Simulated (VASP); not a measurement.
## SiC: relaxation of the atoms with PBE

The system is SiC.

```
Si C
1.0
     0.00000    2.04238    2.04238
     2.04238    0.00000    2.04238
     2.04238    2.04238    0.00000
Si C
1 1
Direct
  0.00000 0.00000 0.00000
  0.50000 0.50000 0.50000
```

The cell was built by a generator and needn't be a form met in nature.

The cell isn't the ideal one: a relaxed cell with its volume scaled by 1.02.

* Program: VASP 6.6.1
* Task: relaxation of the atoms
* Functional: PBE
* Potentials or basis: VASP PAW PBE potentials, release 64 (Si, C)
* Cutoff: 600 eV
* k mesh: 12 × 12 × 12
* Occupations: gaussian, width 0.03 eV
* Spin: no spin polarisation
* Further INCAR settings: ALGO = Fast; EDIFF = 1e-07; IBRION = 2; EDIFFG = -0.01; NSW = 40

| Item | Value |
| --- | --- |
| Pressure after relaxing | -5.0 GPa |
| Band gap on the k mesh | none (metal or under the smearing width) |

Final structure:
```
CELL_PARAMETERS angstrom
0.00000 2.04238 2.04238
2.04238 0.00000 2.04238
2.04238 2.04238 0.00000
ATOMIC_POSITIONS crystal
Si 0.00000 0.00000 0.00000
C 0.50000 0.50000 0.50000
```

Levels at points of the mesh, in eV from the Fermi level:
```tsv
k point	band 1	band 2	band 3	band 4	band 5	band 6	band 7	band 8
(0.00, 0.00, 0.00)	-18.15	0.01	0.01	0.01	7.01	8.95	8.95	8.95
(0.50, 0.00, 0.00)	-13.08	-11.32	-0.97	-0.97	5.15	5.15	5.75	9.31
(0.50, 0.50, 0.00)	-11.38	-9.55	-4.19	-4.19	-1.10	2.66	14.46	14.74
```

Run time: 4.4 s on 1 thread of Intel(R) Xeon(R) 6975P-C (Granite Rapids), with other jobs on the host, peak memory 0.14 GiB.

Caveat: the relaxation stopped at its first step, so nothing moved.
